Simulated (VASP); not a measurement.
A run of VASP 6.6.1 is set up as follows.

File INCAR:

```
ALGO = Normal
EDIFF = 1E-7
ENCUT = 520
GGA = PS
ISIF = 2
ISMEAR = -1
LASPH = True
LCHARG = True
LELF = True
LREAL = False
LVHAR = True
LWAVE = False
NBANDS = 16
NELM = 60
PREC = Accurate
SIGMA = 0.05
```

Contents of KPOINTS:

```
k-points
0
Gamma
  8 8 4
```

POSCAR

```
Si
1.0
    3.8313174605      0.0000000000      0.0000000000
   -1.9156587303      3.3180182508      0.0000000000
    0.0000000000      0.0000000000      6.3326220002
Si
4
Direct
    0.6666666667      0.3333333333      0.9369905000
    0.3333333333      0.6666666667      0.4369905000
    0.6666666667      0.3333333333      0.5630095000
    0.3333333333      0.6666666667      0.0630095000
```

Potentials or basis: VASP PAW PBE potentials, release 64 (Si).

Command:

```sh
$ cat potpaw_PBE.64/Si/POTCAR > POTCAR
$ mpirun -np 1 vasp_std > vasp.out
```

Problem. What does it give for the pressure?

Solution. -0.3 GPa.

Problem. What does it give for the largest force?

Solution. 0.009 eV/Å.

Forces on the atoms (eV/Å):
```
Si   0.000  0.000  0.009
Si   0.000  0.000  0.009
Si   0.000  0.000 -0.009
Si   0.000  0.000 -0.009
```

Caveat: the PAW data sets were made with another functional, which shifts forces and pressure a little.
